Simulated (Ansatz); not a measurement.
Crystal: SiO2.

```xyz
12
Lattice="-2.8379 2.8379 5.6602 2.8379 -2.8379 5.6602 2.8379 2.8379 -5.6602" Properties=species:S:1:pos:R:3 pbc="T T T"
Si    0.7868    4.2568    1.4151
Si    4.2568    0.7868   -1.4151
Si   -1.4189    2.0511    4.2452
Si    2.0511   -1.4189    7.0753
O     0.0000    2.8379    1.5138
O     4.0745    1.2366    2.8301
O     1.6013   -1.2366    2.8301
O     0.0000    0.0000    1.3163
O     0.0000    0.0000   10.0042
O     0.0000    2.8379    4.1464
O     1.2366   -1.2366    5.6602
O    -1.2366    1.2366    5.6602
```

The cell comes from a database or a generator and needn't be the stable form of this composition.

| Quantity | Value |
| --- | --- |
| Program | Ansatz 0.2.0 |
| Task | relaxation of cell and atoms |
| Functional | LDA |
| Potentials or basis | Ansatz PAW |
| Cutoff | 420 eV (not typed: the program's choice for these potentials) |
| k mesh | 7 × 7 × 7 |
| Occupations | fermi-dirac, width 0.05 eV |
| Spin | no spin polarisation |

At the start: volume 15.20 Å³/atom.

**Question.** How do energy, volume and symmetry change on relaxing?

**Answer.** It ends after 9 steps and the volume is 14.53 Å³/atom (-4.4 %); space group I4_122 (No. 98, to 0.05 Å).

The path:
```tsv
step	energy change (eV)	largest force (eV/Å)	volume (Å³)
1	0.0000	0.5381	182.34
2	-0.1076	0.3062	178.73
3	-0.1580	0.0362	174.85
4	-0.1587	0.0231	174.76
5	-0.1573	0.0151	175.11
6	-0.1577	0.0018	175.02
7	-0.1316	0.0018	175.02
8	-0.1350	0.0089	174.40
9	-0.1319	0.0089	174.40
```

Final structure:
```xyz
12
Lattice="-2.7932 2.7932 5.5882 2.7932 -2.7932 5.5882 2.7932 2.7932 -5.5882" Properties=species:S:1:pos:R:3 pbc="T T T"
Si    0.7851    4.1898    1.3971
Si    4.1898    0.7851   -1.3971
Si   -1.3966    2.0081    4.1912
Si    2.0081   -1.3966    6.9853
O     0.0000    2.7932    1.5089
O     3.9988    1.2056    2.7941
O     1.5876   -1.2056    2.7941
O     0.0000    0.0000    1.2852
O     0.0000    0.0000    9.8912
O     0.0000    2.7932    4.0793
O     1.2056   -1.2056    5.5882
O    -1.2056    1.2056    5.5882
```

Caveat: the plane-wave basis is chosen anew once the cell has moved, so the energies of steps on either side of that aren't comparable; the pressure holds a Pulay correction of +0.7 GPa for the finite cutoff; the PAW data sets come from PBE, with cores solved anew for the run's functional, which leaves a small shift of forces and pressure.
